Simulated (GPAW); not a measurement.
The system is Hf.

```xyz
2
Lattice="3.1967 0.0000 0.0000 -1.5983 2.7684 0.0000 0.0000 0.0000 5.0578" Properties=species:S:1:pos:R:3 pbc="T T T"
Hf    1.5984    0.9228    3.7934
Hf    0.0000    1.8456    1.2645
```

Program: GPAW 26.7.0. Alike in all runs: task single point; no spin polarisation; cell as given; k mesh 10 × 10 × 5; cutoff (eV) 600; smearing fermi-dirac 0.05 eV.

Question: Order these runs on this cell by their pressure, lowest first.
A. level RPBE; potentials or basis the program's PAW data sets (release 1.2.1) made for this functional, pw
B. level PBEsol; potentials or basis PAW data sets generated in the run's folder for this functional, pw
C. level LDA; potentials or basis the program's PAW data sets (release 1.2.1) made for this functional, pw
D. level PW91; potentials or basis PAW data sets generated in the run's folder for this functional, pw
E. level TPSS; potentials or basis GPAW PAW data sets (gpaw-data 1.2.1), pw; eigensolver davidson

Answer: C (-7.5 GPa), B (-3.5 GPa), E (-1.6 GPa), D (0.3 GPa), A (3.8 GPa).

Caveats: the PAW data sets were made with another functional, which shifts forces and pressure a little (some runs).

Runs at the PBE level aren't shown here.
